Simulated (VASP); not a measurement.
Input of a VASP 6.6.1 run:

The input INCAR:

```
PREC = Accurate
ENCUT = 520
EDIFF = 1E-7
ISMEAR = 0
SIGMA = 0.1
LREAL = F
LASPH = T
NELM = 60
ALGO = Normal
ISIF = 3
LWAVE = F
LCHARG = F
GGA = PS
IVDW = 12
IBRION = 2
NSW = 80
EDIFFG = -0.002
PSTRESS = 12.0
```

File KPOINTS:

```
Automatic mesh
0
Gamma
  12 12 12
```

Contents of POSCAR:

```
KCl                                     
1.0
    0.0000000000      2.9911642974      2.9911642974
    2.9911642974      0.0000000000      2.9911642974
    2.9911642974      2.9911642974      0.0000000000
  K               Cl            
     1     1
Direct
     0.0000000000000000    0.0000000000000000    0.0000000000000000
     0.5000000000000000    0.5000000000000000    0.5000000000000000
```

Potentials or basis: VASP PAW PBE potentials, release 64 (K_sv, Cl).

Run with:

```sh
$ cat potpaw_PBE.64/K_sv/POTCAR potpaw_PBE.64/Cl/POTCAR > POTCAR
$ mpirun -np 1 vasp_std > vasp.out
```

Problem. Estimate the space group after relaxing (to 0.05 Å).

Solution. Fm-3m (No. 225).

Problem. Estimate the relaxed volume.

Solution. 27.49 Å³/atom.

Problem. Estimate the band gap on the k mesh.

Solution. 5.45 eV, direct.

Step by step:
| step | energy change (eV) | largest force (eV/Å) | pressure (GPa) | volume (Å³) |
| --- | --- | --- | --- | --- |
| 1 | 0.0000 | 0.0000 | 1.99 | 53.52 |
| 2 | -0.0110 | 0.0000 | 1.41 | 54.56 |
| 3 | -0.0144 | 0.0000 | 1.20 | 54.98 |

Caveat: the cell is relaxed towards a set pressure, so the enthalpy falls and the energy may rise; the PAW data sets were made with another functional, which shifts forces and pressure a little. Zero-point motion and thermal expansion aren't in these numbers.
